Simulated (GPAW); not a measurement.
# CaO (Fm-3m) in GPAW: a series of runs

Aim: see how the results for CaO move with the level of theory and the settings. Levels: PBEsol, PBE. Tasks: relaxation of cell and atoms, single point.

All numbers are computed with GPAW 26.7.0; they aren't measurements. Logs are shortened: lines on timing, memory, paths and dates and some standing lists are left out, and cuts for length are marked. The log counts tension as positive stress, the text compression.

**1. The crystal as given**

The structure is cubic, space group Fm-3m (No. 225). The conventional cell has a = 4.807 Å, b = 4.807 Å, c = 4.807 Å, α = 90.00°, β = 90.00°, γ = 90.00°. Around Ca (site symmetry m-3m) lie 6 O at 2.40 Å. O (site symmetry m-3m) has 6 Ca at 2.40 Å as nearest neighbours.

The cell is a database's computed one.

**2. Relaxation of cell and atoms, PBEsol, target pressure 30 GPa, at which the enthalpy is minimised**

run.py reads:

```python
from ase import Atoms
from ase.filters import FrechetCellFilter
from ase.io import write
from ase.optimize import BFGS
from ase.units import GPa
from gpaw import GPAW, PW, setup_paths

setup_paths.insert(0, '.')

atoms = Atoms(['Ca', 'O'],
              cell=[[0.0, 2.403555696, 2.403555696],
                    [2.403555696, 0.0, 2.403555696],
                    [2.403555696, 2.403555696, 0.0]],
              scaled_positions=[[0.0, 0.0, 0.0],
                                [0.5, 0.5, 0.5]],
              pbc=True)

calc = GPAW(mode=PW(800),
            xc='PBEsol',
            kpts={'size': (10, 10, 10), 'gamma': True},
            occupations={'name': 'fermi-dirac', 'width': 0.05},
            nbands=16,
            convergence={'density': 1e-05, 'forces': 0.0001},
            maxiter=150,
            txt='gpaw.txt')
atoms.calc = calc
opt = BFGS(FrechetCellFilter(atoms, scalar_pressure=30 * GPa), trajectory='relax.traj', logfile='-')
done = opt.run(fmax=0.02, steps=60)
calc.write('gs.gpw')
write('result.traj', atoms)
print('Converged:', done)
print('Cell:', atoms.cell.cellpar().round(4))
print('Volume:', round(atoms.get_volume(), 4))
print(atoms.get_scaled_positions().round(5))
```

Potentials or basis: PAW data sets generated in the run's folder for this functional, pw.

On the command line:

```bash
gpaw-setup -f PBEsol Ca O
OMP_NUM_THREADS=1 python run.py
```

gpaw.txt:

```text
__  _  _
 | _ |_)|_||  |
 |__||  | ||/\| - 26.7.0

Input parameters:
  mode=PW(ecut=800.0),
  convergence={'density': 1e-05, 'forces': 0.0001},
  kpts=MonkhorstPack(size=(10, 10, 10), gamma=True),
  maxiter=150,
  nbands=16,
  occupations=Occupations(name='fermi-dirac', width=0.05),
  xc=XC(name='PBEsol')

Diagonalizing LCAO Hamiltonian
Converting LCAO to pw mode

               O

       Ca

Atoms  # Å, Bohr magnetons
|   | symbol |        x |        y |        z |    initial magnetic moments |
|---|--------|----------|----------|----------|-----------------------------|
| 0 |     Ca | 0.000000 | 0.000000 | 0.000000 | ( 0.0000,  0.0000,  0.0000) |
| 1 |      O | 2.403556 | 2.403556 | 2.403556 | ( 0.0000,  0.0000,  0.0000) |

Unit cell  # Å
| periodic |        x |        y |        z |  lengths |    angles |
|----------|----------|----------|----------|----------|-----------|
|      yes | 0.000000 | 2.403556 | 2.403556 | 3.399141 | 60.000000 |
|      yes | 2.403556 | 0.000000 | 2.403556 | 3.399141 | 60.000000 |
|      yes | 2.403556 | 2.403556 | 0.000000 | 3.399141 | 60.000000 |

Number of symmetries: 48
Symmetry operations  # r_c * U_cc + t_c -> r_c
|    | kind |            matrix            |
|----|------|------------------------------|
|  0 |  σ   |  1, 0, 0,  1, 0,-1,  1,-1, 0 |
|  1 |  C2  |  1, 0, 0,  1,-1, 0,  1, 0,-1 |
|  2 |  E   |  1, 0, 0,  0, 1, 0,  0, 0, 1 |
|  3 |  σ   |  1, 0, 0,  0, 0, 1,  0, 1, 0 |
|  4 |  C4  |  1, 0,-1,  1, 0, 0,  1,-1, 0 |
|  5 |  S6  |  1, 0,-1,  1,-1, 0,  1, 0, 0 |
|  6 |  σ   |  1, 0,-1,  0, 1,-1,  0, 0,-1 |
|  7 |  C3  |  1, 0,-1,  0, 0,-1,  0, 1,-1 |
|  8 |  S6  |  1,-1, 0,  1, 0, 0,  1, 0,-1 |
[... 225 lines left out ...]
Gap: 3.592 eV
Transition (v -> c):
  (s=0, k=0, n=7, [0.00, 0.00, 0.00]) -> (s=0, k=41, n=8, [0.50, 0.50, 0.00])
Direct/indirect transitions are different
Direct gap: 3.973 eV
Transition at: (s=0, k=41, n=7, [0.50, 0.50, 0.00])

Stress tensor  # eV/Ang^3
|        x |         y |         z |
|----------|-----------|-----------|
| 0.012930 |  0.000000 |  0.000000 |
| 0.000000 |  0.012930 | -0.000000 |
| 0.000000 | -0.000000 |  0.012930 |

Forces  # eV/Ang
|        x |        y |        z |
|----------|----------|----------|
| -0.00000 | -0.00000 | -0.00000 |  # Ca   0
|  0.00000 | -0.00000 | -0.00000 |  # O    1

Interpolating wave functions to new cell

               O

       Ca

Atoms  # Å, Bohr magnetons
|   | symbol |         x |         y |         z |    initial magnetic moments |
|---|--------|-----------|-----------|-----------|-----------------------------|
| 0 |     Ca | -0.000000 | -0.000000 | -0.000000 | ( 0.0000,  0.0000,  0.0000) |
| 1 |      O |  2.356306 |  2.356306 |  2.356306 | ( 0.0000,  0.0000,  0.0000) |

[... 291 lines left out ...]
|  4 |  C4  |  1, 0,-1,  1, 0, 0,  1,-1, 0 |
|  5 |  S6  |  1, 0,-1,  1,-1, 0,  1, 0, 0 |
|  6 |  σ   |  1, 0,-1,  0, 1,-1,  0, 0,-1 |
|  7 |  C3  |  1, 0,-1,  0, 0,-1,  0, 1,-1 |
|  8 |  S6  |  1,-1, 0,  1, 0, 0,  1, 0,-1 |
[... 231 lines left out ...]
Stress tensor  # eV/Ang^3
|         x |         y |         z |
|-----------|-----------|-----------|
| -0.226958 |  0.000000 |  0.000000 |
|  0.000000 | -0.226958 |  0.000000 |
|  0.000000 |  0.000000 | -0.226958 |

Forces  # eV/Ang
|        x |       y |        z |
|----------|---------|----------|
|  0.00000 | 0.00000 | -0.00000 |  # Ca   0
| -0.00000 | 0.00000 | -0.00000 |  # O    1

Interpolating wave functions to new cell

              O

       Ca

Atoms  # Å, Bohr magnetons
|   | symbol |         x |         y |        z |    initial magnetic moments |
|---|--------|-----------|-----------|----------|-----------------------------|
| 0 |     Ca | -0.000000 | -0.000000 | 0.000000 | ( 0.0000,  0.0000,  0.0000) |
| 1 |      O |  2.254528 |  2.254528 | 2.254528 | ( 0.0000,  0.0000,  0.0000) |

Unit cell  # Å
| periodic |         x |         y |         z |  lengths |    angles |
|----------|-----------|-----------|-----------|----------|-----------|
|      yes | -0.000000 |  2.254528 |  2.254528 | 3.188384 | 60.000000 |
|      yes |  2.254528 | -0.000000 |  2.254528 | 3.188384 | 60.000000 |
|      yes |  2.254528 |  2.254528 | -0.000000 | 3.188384 | 60.000000 |

Number of symmetries: 48
Symmetry operations  # r_c * U_cc + t_c -> r_c
|    | kind |            matrix            |
|----|------|------------------------------|
|  0 |  σ   |  1, 0, 0,  1, 0,-1,  1,-1, 0 |
|  1 |  C2  |  1, 0, 0,  1,-1, 0,  1, 0,-1 |
|  2 |  E   |  1, 0, 0,  0, 1, 0,  0, 0, 1 |
|  3 |  σ   |  1, 0, 0,  0, 0, 1,  0, 1, 0 |
|  4 |  C4  |  1, 0,-1,  1, 0, 0,  1,-1, 0 |
|  5 |  S6  |  1, 0,-1,  1,-1, 0,  1, 0, 0 |
|  6 |  σ   |  1, 0,-1,  0, 1,-1,  0, 0,-1 |
|  7 |  C3  |  1, 0,-1,  0, 0,-1,  0, 1,-1 |
|  8 |  S6  |  1,-1, 0,  1, 0, 0,  1, 0,-1 |
[... 230 lines left out ...]
Stress tensor  # eV/Ang^3
|         x |         y |         z |
|-----------|-----------|-----------|
| -0.182551 |  0.000000 |  0.000000 |
|  0.000000 | -0.182551 | -0.000000 |
|  0.000000 | -0.000000 | -0.182551 |

Forces  # eV/Ang
|       x |        y |        z |
|---------|----------|----------|
| 0.00000 |  0.00000 |  0.00000 |  # Ca   0
| 0.00000 | -0.00000 | -0.00000 |  # O    1

Interpolating wave functions to new cell

              O

       Ca

Atoms  # Å, Bohr magnetons
|   | symbol |         x |         y |        z |    initial magnetic moments |
|---|--------|-----------|-----------|----------|-----------------------------|
| 0 |     Ca | -0.000000 | -0.000000 | 0.000000 | ( 0.0000,  0.0000,  0.0000) |
| 1 |      O |  2.252177 |  2.252177 | 2.252177 | ( 0.0000,  0.0000,  0.0000) |

Unit cell  # Å
| periodic |         x |        y |        z |  lengths |    angles |
|----------|-----------|----------|----------|----------|-----------|
|      yes | -0.000000 | 2.252177 | 2.252177 | 3.185059 | 60.000000 |
|      yes |  2.252177 | 0.000000 | 2.252177 | 3.185059 | 60.000000 |
|      yes |  2.252177 | 2.252177 | 0.000000 | 3.185059 | 60.000000 |

Number of symmetries: 48
Symmetry operations  # r_c * U_cc + t_c -> r_c
|    | kind |            matrix            |
|----|------|------------------------------|
|  0 |  σ   |  1, 0, 0,  1, 0,-1,  1,-1, 0 |
|  1 |  C2  |  1, 0, 0,  1,-1, 0,  1, 0,-1 |
|  2 |  E   |  1, 0, 0,  0, 1, 0,  0, 0, 1 |
|  3 |  σ   |  1, 0, 0,  0, 0, 1,  0, 1, 0 |
|  4 |  C4  |  1, 0,-1,  1, 0, 0,  1,-1, 0 |
|  5 |  S6  |  1, 0,-1,  1,-1, 0,  1, 0, 0 |
|  6 |  σ   |  1, 0,-1,  0, 1,-1,  0, 0,-1 |
|  7 |  C3  |  1, 0,-1,  0, 0,-1,  0, 1,-1 |
|  8 |  S6  |  1,-1, 0,  1, 0, 0,  1, 0,-1 |
[... 229 lines left out ...]
Stress tensor  # eV/Ang^3
|         x |         y |         z |
|-----------|-----------|-----------|
| -0.187150 | -0.000000 |  0.000000 |
| -0.000000 | -0.187150 |  0.000000 |
|  0.000000 |  0.000000 | -0.187150 |

Forces  # eV/Ang
|        x |       y |       z |
|----------|---------|---------|
| -0.00000 | 0.00000 | 0.00000 |  # Ca   0
| -0.00000 | 0.00000 | 0.00000 |  # O    1

# Writing to gs.gpw (mode='')
```

stdout:

```text
Step          Energy          fmax
BFGS:    0       -8.502706        2.779544
BFGS:    1       -8.788865        2.030013
BFGS:    2       -9.061480        0.442149
BFGS:    3       -9.073100        0.053797
BFGS:    4       -9.073259        0.001092
Converged: True
Cell: [ 3.1851  3.1851  3.1851 60.     60.     60.    ]
Volume: 22.8474
[[0.  0.  0. ]
 [0.5 0.5 0.5]]
```

It took 98 s on 1 thread of Arm Neoverse V1, shared host; peak memory 0.22 GiB.

What came out:

```
Free energy                                            : -13.3513 eV
Relaxed volume                                         : 11.42 Å³/atom
Relaxed cell                                           : a = 3.185 Å, b = 3.185 Å, c = 3.185 Å, α = 60.00°, β = 60.00°, γ = 60.00°
Space group after relaxing (to 0.05 Å)                 : Fm-3m (No. 225)
Energy change on relaxing (the enthalpy is what falls) : +175.7 meV/atom
Ionic steps                                            : 5
Pressure after relaxing                                : 30.0 GPa
Band gap on the k mesh                                 : 3.43 eV, indirect (least direct gap 3.72 eV)
```

Step by step:
```tsv
step	energy change (eV)	largest force (eV/Å)	pressure (GPa)	volume (Å³)
1	0.0000	0.0000	-2.07	27.77
2	0.0145	0.0000	5.14	26.17
3	0.4718	0.0000	36.36	22.27
4	0.3381	0.0000	29.25	22.92
5	0.3514	0.0000	29.98	22.85
```

Final structure:
```
Ca O
1.0
     0.00000    2.25218    2.25218
     2.25218    0.00000    2.25218
     2.25218    2.25218    0.00000
Ca O
1 1
Direct
  0.00000 0.00000 0.00000
  0.50000 0.50000 0.50000
```

Caveat: later steps reuse the first step's grids; the volume moved by over 15 % at a fixed basis, so the end points are rough.

**3. Single point, PBE**

run.py reads:

```python
from ase import Atoms
from ase.dft.bandgap import bandgap
from ase.io import write
from ase.units import GPa
from gpaw import GPAW, PW

atoms = Atoms(['Ca', 'O'],
              cell=[[0.0, 2.403555696, 2.403555696],
                    [2.403555696, 0.0, 2.403555696],
                    [2.403555696, 2.403555696, 0.0]],
              scaled_positions=[[0.0, 0.0, 0.0],
                                [0.5, 0.5, 0.5]],
              pbc=True)

calc = GPAW(mode=PW(600),
            xc='PBE',
            kpts={'size': (8, 8, 8), 'gamma': True},
            occupations={'name': 'fermi-dirac', 'width': 0.05},
            nbands=16,
            maxiter=120,
            txt='gpaw.txt')
atoms.calc = calc
energy = atoms.get_potential_energy()
forces = atoms.get_forces()
stress = atoms.get_stress()
calc.write('gs.gpw')
write('result.traj', atoms)
print(f'Energy: {energy:.6f} eV')
print('Forces (eV/A):')
print(forces.round(4))
print('Stress (GPa):', (stress / GPa).round(3))
print('Fermi level:', round(calc.get_fermi_level(), 4), 'eV')
print(f'Gap: {bandgap(calc)[0]:.4f} eV, direct: {bandgap(calc, direct=True)[0]:.4f} eV')
```

Potentials or basis: GPAW PAW data sets (gpaw-data 1.2.1), pw.

On the command line:

```bash
OMP_NUM_THREADS=1 python run.py
```

It took 7.8 s on 1 thread of Arm Neoverse V2, shared host; peak memory 0.13 GiB.

The run converged. Its results:

| Item | Value |
| --- | --- |
| Free energy | -13.0275 eV |
| Pressure | -1.1 GPa |
| Band gap on the k mesh | 3.69 eV, indirect (least direct gap 4.07 eV) |

Levels at points of the mesh, in eV from the valence-band top:
| k point | band 6 | band 7 | band 8 | band 9 | band 10 | band 11 |
| --- | --- | --- | --- | --- | --- | --- |
| (0.00, 0.00, 0.00) | 0.00 | 0.00 | 0.00 | 4.73 | 6.24 | 6.24 |
| (0.50, 0.50, 0.00) | -1.31 | -0.37 | -0.37 | 3.69 | 8.02 | 8.84 |
| (0.50, 0.50, 0.50) | -2.61 | -1.16 | -1.16 | 7.06 | 8.32 | 8.32 |

Caveat: the cutoff is short for stress and forces, so pressures can be off by a GPa or more.
